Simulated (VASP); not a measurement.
# CsI (Pm-3m) in VASP: a series of runs, part 3 of 3

VASP 6.6.1. Earlier steps stand in the parts before.

### 5 Single point, PBE

This run uses another cell than the first one, of 47.62 Å³/atom, 1.042 times its volume.

INCAR

```
  PREC = Accurate
  ENCUT = 520
  EDIFF = 1E-6
  ISMEAR = -1
  SIGMA = 0.04
  LREAL = False
  LASPH = True
  NELM = 60
  ALGO = Fast
  ISIF = 2
  LWAVE = False
  LCHARG = True
  GGA = PE
  LELF = True
  LVHAR = True
  NBANDS = 15
```

KPOINTS

```
Automatic mesh
0
Gamma
  4 4 4
```

POSCAR

```
CsI
1.0
    4.5667000000      0.0000000000      0.0000000000
    0.0000000000      4.5667000000      0.0000000000
    0.0000000000      0.0000000000      4.5667000000
Cs I
1 1
Direct
    0.0000000000      0.0000000000      0.0000000000
    0.5000000000      0.5000000000      0.5000000000
```

Potentials or basis: VASP PAW PBE potentials, release 64 (Cs_sv, I).

On the command line:

```sh
cat potpaw_PBE.64/Cs_sv/POTCAR potpaw_PBE.64/I/POTCAR > POTCAR
mpirun -np 1 vasp_std > vasp.out
```

OUTCAR:

```text
PREC = Accurate
   ENCUT = 520
   EDIFF = 1E-6
   ISMEAR = -1
   LREAL = False
   LASPH = True
   NELM = 60
   ISIF = 2
   GGA = PE

 ion  position               nearest neighbor table
   1  0.000  0.000  0.000-
   2  0.500  0.500  0.500-

  LATTYP: Found a simple cubic cell.
 ALAT       =     4.5667000000

  Lattice vectors:

 A1 = (   4.5667000000,   0.0000000000,   0.0000000000)
 A2 = (   0.0000000000,   4.5667000000,   0.0000000000)
 A3 = (   0.0000000000,   0.0000000000,   4.5667000000)

Analysis of symmetry for initial positions (statically):
=====================================================================
 Subroutine PRICEL returns:
 Original cell was already a primitive cell.

 Routine SETGRP: Setting up the symmetry group for a
 simple cubic supercell.

 Subroutine GETGRP returns: Found 48 space group operations
 (whereof 48 operations were pure point group operations)
 out of a pool of 48 trial point group operations.

The static configuration has the point symmetry O_h .

Analysis of symmetry for dynamics (positions and initial velocities):
=====================================================================
 Subroutine PRICEL returns:
 Original cell was already a primitive cell.

 Routine SETGRP: Setting up the symmetry group for a
 simple cubic supercell.

 Subroutine GETGRP returns: Found 48 space group operations
 (whereof 48 operations were pure point group operations)
 out of a pool of 48 trial point group operations.

The dynamic configuration has the point symmetry O_h .

 Subroutine INISYM returns: Found 48 space group operations
 (whereof 48 operations are pure point group operations),
 and found     1 'primitive' translations

----------------------------------------------------------------------------------------

[... 103 lines left out ...]
   LHFCALC =     F    Hartree Fock is set to
   AEXX    =    0.0000 exact exchange contribution
   IVDW    =     0    specifies the selected vdW correction
   LEPSILON=     F    determine dielectric tensor
   LRPA    =     F    only Hartree local field effects (RPA)
 non-spin polarized calculation
 RMM-DIIS sequential band-by-band and
  energy-cutoff  :      520.00
  volume of cell :       95.24
 maximum number of plane-waves:      2562
 NGX is ok and might be reduce to    36
   NGX = 17   NGY = 17   NGZ = 17

 number of electron      16.0000003 magnetization

 Free energy of the ion-electron system (eV)
  ---------------------------------------------------
  ext. energy  EPLUGINS =         0.00000000
  ---------------------------------------------------
  free energy    TOTEN  =        -5.42462853 eV

  energy without entropy =       -5.42462853  energy(sigma->0) =       -5.42462853

 E-fermi :   1.7498     XC(G=0):  -7.7674

 val. band max:        0.8162968190   @ k =   0.5000   0.5000   0.0000
 cond. band min:       4.6907288534   @ k =   0.0000   0.0000   0.0000
 fundamental gap:      3.8744320344
 Fermi energy:         1.7497697036

 k-point     1 :       0.0000    0.0000    0.0000
  band No.  band energies     occupation
      1     -19.5800      2.00000
      2      -9.8406      2.00000
      3      -6.2800      2.00000
      4      -6.2800      2.00000
      5      -6.2800      2.00000
      6       0.7274      2.00000
      7       0.7274      2.00000
      8       0.7274      2.00000
      9       4.6907      0.00000
     10       4.9948      0.00000
     11       4.9948      0.00000
     12       8.5736      0.00000
     13       8.5736      0.00000
     14       8.5736      0.00000
[... 149 lines left out ...]
      2      -9.5660      2.00000
      3      -6.5312      2.00000
      4      -6.5312      2.00000
      5      -6.5312      2.00000
      6      -0.4928      2.00000
      7      -0.4928      2.00000
      8      -0.4928      2.00000
      9       7.9892      0.00000
     10       7.9892      0.00000
     11       7.9892      0.00000
     12       8.6737      0.00000
     13       8.6737      0.00000
     14       8.6737      0.00000
     15      10.6042      0.00000

------------------------ aborting loop because EDIFF is reached ----------------------------------------

  FORCE on cell =-STRESS in cart. coord.  units (eV):
  Direction    XX          YY          ZZ          XY          YZ          ZX
  --------------------------------------------------------------------------------------
  -------------------------------------------------------------------------------------
  Total        0.4927287      0.4927287      0.4927287      0.0000000      0.0000000      0.0000000
  in kB        8.2891690      8.2891690      8.2891690      0.0000000      0.0000000      0.0000000
  external PRESSURE =       8.2891690 kB  Pullay stress =       0.0000000 kB

 VOLUME and BASIS-vectors are now :
 -----------------------------------------------------------------------------
  energy-cutoff  :      520.00
  volume of cell :       95.24
      direct lattice vectors                 reciprocal lattice vectors
     4.566700000  0.000000000  0.000000000     0.218976504  0.000000000  0.000000000
     0.000000000  4.566700000  0.000000000     0.000000000  0.218976504  0.000000000
     0.000000000  0.000000000  4.566700000     0.000000000  0.000000000  0.218976504

 POSITION                                       TOTAL-FORCE (eV/Angst)
 -----------------------------------------------------------------------------------
      0.00000      0.00000      0.00000         0.000000      0.000000      0.000000
      2.28335      2.28335      2.28335         0.000000      0.000000      0.000000
 -----------------------------------------------------------------------------------
    total drift:                               -0.000000      0.000000      0.000000

  FREE ENERGIE OF THE ION-ELECTRON SYSTEM (eV)
  ---------------------------------------------------
  free  energy   TOTEN  =        -5.4246285298 eV

  energy  without entropy=       -5.4246285298  energy(sigma->0) =       -5.42462853
```

stdout:

```text
POSCAR found type information on POSCAR CsI
 POSCAR found :  2 types and       2 ions
 scaLAPACK will be used
 LDA part: xc-table for (Slater+PW92), standard interpolation
 POSCAR, INCAR and KPOINTS ok, starting setup
 FFT: planning ... GRIDC
 FFT: planning ... GRID_SOFT
 FFT: planning ... GRID
 WAVECAR not read
 entering main loop
```

Run time: 9.6 s. Hardware: 1 thread of Intel Xeon 6975P-C (Granite Rapids), shared host; peak memory 0.2 GiB.

Results:

* Free energy: -5.4246 eV
* Pressure: 0.8 GPa
* Band gap on the k mesh: 3.87 eV, indirect (least direct gap 3.96 eV)

Levels at points of the mesh, in eV from the valence-band top:
```csv
k point,band 5,band 6,band 7,band 8,band 9,band 10,band 11,band 12
"(0.00, 0.00, 0.00)",-7.10,-0.09,-0.09,-0.09,3.87,4.18,4.18,7.76
"(0.50, 0.00, 0.00)",-7.03,-1.56,-0.24,-0.24,5.20,6.49,6.73,6.82
"(0.50, 0.50, 0.00)",-6.99,-0.86,-0.86,0.00,4.24,4.92,6.10,6.10
"(0.50, 0.50, 0.50)",-7.35,-1.31,-1.31,-1.31,7.17,7.17,7.17,7.86
```

Caveat: spin-orbit coupling is left out, which moves the levels of the heavy elements. A k mesh can miss the band edges.

### 6 Summary

```tsv
task	level	cell	k mesh	cutoff (eV)	smearing	gap on the mesh (eV)	pressure (GPa)
single point	PBEsol	Pm-3m, 45.68 Å³/atom	6 × 6 × 6	520	fermi-dirac 0.05 eV	3.84	0.1
relaxation of cell and atoms	PBEsol	relaxed	6 × 6 × 6	600	fermi-dirac 0.05 eV	3.82	0.0
single point	r2SCAN	Pm-3m, 47.62 Å³/atom	6 × 6 × 6	520	fermi-dirac 0.05 eV	4.60	0.4
single point	PBE	Pm-3m, 47.62 Å³/atom	4 × 4 × 4	520	fermi-dirac 0.04 eV	3.87	0.8
```

Alike in all rows: potentials or basis VASP PAW PBE potentials, release 64 (Cs_sv, I); no spin polarisation.

On the cell as given the gap runs from 3.84 eV (PBEsol) to 4.60 eV (r2SCAN); the meshes differ, which moves gaps too. The pressure there spans 0.1 GPa (PBEsol) to 0.8 GPa (PBE); a positive pressure means that this level wants a larger cell, a negative one a smaller.

Caveats: spin-orbit coupling is left out, which moves the levels of the heavy elements; the PAW data sets were made with another functional, which shifts forces and pressure a little (some runs).

Absolute energies hang on the potentials; compare differences alone.
